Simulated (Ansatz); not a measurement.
InSe/InSe/InSe (GaSe type multilayer), computed twice by G0W0.

The cell holds 12 atoms: 6 In and 6 Se. Its edges and angles: a = 3.955 Å, b = 3.955 Å, c = 66.500 Å, α = 90.0°, β = 90.0°, γ = 120.0°. Regions: layer 1 (InSe), 4 atoms (2 In and 2 Se); layer 2 (InSe), 4 atoms (2 In and 2 Se); layer 3 (InSe), 4 atoms (2 In and 2 Se). Vacuum lies along c.

```xyz
12
Lattice="3.9546 0.0000 0.0000 -1.9773 3.4248 0.0000 0.0000 0.0000 66.5000" Properties=species:S:1:pos:R:3
In    0.0000    2.2832   26.4699
In    0.0000    2.2832   23.7180
Se    1.9773    1.1416   27.7633
Se    1.9773    1.1416   22.4206
In    1.9773    1.1416   34.6248
In    1.9773    1.1416   31.8752
Se    0.0000    2.2832   35.9171
Se    0.0000    2.2832   30.5829
In    0.0000    2.2832   42.7820
In    0.0000    2.2832   40.0301
Se    1.9773    1.1416   44.0794
Se    1.9773    1.1416   38.7367
```

The structure was relaxed with PBEsol-D3(BJ). The runs that relaxed it are not among those shown. PAW set soft_2, made with PBE.

The first (Ansatz 0.2.0; start PBEsol, 6×6×1 mesh, 1197 empty bands, screening to 70 eV; 1 × NVIDIA H100 80GB HBM3 (shared by 6 runs) with 3 threads of AMD EPYC 7R13 (Zen 3), shared host) gave, on its mesh: starting gap 0.99 eV, G0W0 gap 1.61 eV, mean of 1 + 4πα/V (set by the cell height) 2.99, 3.9 min.

The second gave: starting gap 0.99 eV, G0W0 gap 1.59 eV, mean of 1 + 4πα/V (set by the cell height) 3.03, 86 s.

**Question.** What was changed in the input? Choose among start, files, mesh, bands and cutoff, frequency model or another key.

Changed: empty bands from 1197 to 479 and screening cutoff (eV) from 70.0 to 38. The starting gap stayed, which rules out the functional and points to the GW step. Other changes could give like numbers; this is the one that was made.

Limits: not at the basis limit; coarse mesh for a sheet; no spin-orbit coupling.

[Paths, hosts, dates, memory and timing lines, banners, echoed tables and standing remarks are left out of the program output.]

[Logs are printed without paths, hosts, clocks, repeated set-up lines and the standing remarks that a program may print on its own settings, such as how far it seeks lower states.]

[Runs of the session that timed out or met a known fault of the program may be left out.]

[Cells called generated may have been cut or substituted from an entry of the Crystallography Open Database or the Materials Project.]

[Hosts, paths, dates, database ids (printed as entryN), source tags and the programs' standing remarks are cut or masked in the printed files.]
